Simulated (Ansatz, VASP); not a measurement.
# One calculation of CdSe, two programs

The input INCAR:

```
SYSTEM = CdSe
ALGO     = Normal         ! electronic algorithm
EDIFF    = 1E-7           ! SCF threshold, eV
ENCUT    = 520            ! plane-wave cutoff, eV
GGA      = PS             ! functional
ISIF     = 2              ! what is computed and relaxed
ISMEAR   = 0              ! smearing method
LASPH    = .True.         ! aspherical terms in the spheres
LCHARG   = .True.         ! write CHGCAR
LELF     = .True.         ! ELF
LREAL    = .False.        ! projectors in reciprocal space
LVHAR    = .True.       
LWAVE    = .False.        ! write WAVECAR
NBANDS   = 16             ! bands
NELM     = 100            ! most SCF steps
PREC     = Accurate       ! precision mode
SIGMA    = 0.1            ! smearing width, eV
```

KPOINTS

```
k-points
0
Gamma
  6 6 6
  0 0 0
```

POSCAR

```
CdSe
1.0
    0.0000000000      3.0702712000      3.0702712000
    3.0702712000      0.0000000000      3.0702712000
    3.0702712000      3.0702712000      0.0000000000
Cd Se
1 1
Direct
    0.0000000000      0.0000000000      0.0000000000
    0.2500000000      0.2500000000      0.2500000000
```

Input for Ansatz:

```yaml
crystal:
  lattice:
    - [0.0, 3.0702712, 3.0702712]
    - [3.0702712, 0.0, 3.0702712]
    - [3.0702712, 3.0702712, 0.0]
  atoms:
    - { symbol: Cd, position: [0.0, 0.0, 0.0] }
    - { symbol: Se, position: [0.25, 0.25, 0.25] }
basis:
  ecutwfc: 420
kpoints:
  mp_grid: { grid: [6, 6, 6] }
hamiltonian:
  xc: pbesol
scf:
  occupations: { method: gaussian, width: 0.1 }
output:
  forces: true
  stress: true
  eigenvalues: true
```

The cell was built by a generator and needn't be a form met in nature.

Alike in both runs: task single point; functional PBEsol; k mesh 6 × 6 × 6; occupations gaussian, width 0.1 eV; no spin polarisation.

```csv
,VASP,Ansatz
version,VASP 6.6.1,Ansatz 0.2.0
potentials or method,"VASP PAW PBE potentials, release 64 (Cd, Se)","scalar-relativistic, plane waves, PAW"
plane-wave cutoff (eV),520,420
valence electrons in the cell,18,36
```

|  | VASP | Ansatz | Ansatz less VASP |
| --- | --- | --- | --- |
| gap on the k mesh at the Fermi level (eV) | 0.42 | 0.42 | -0.001 |
| least direct gap on the mesh (eV) | 0.42 | 0.42 | -0.001 |
| pressure (GPa) | -1.1 | -1.4 | -0.29 |

The two sets of potentials don't hold the same shells in valence.

Caveats: the PAW data sets were made with another functional, which shifts forces and pressure a little (VASP).
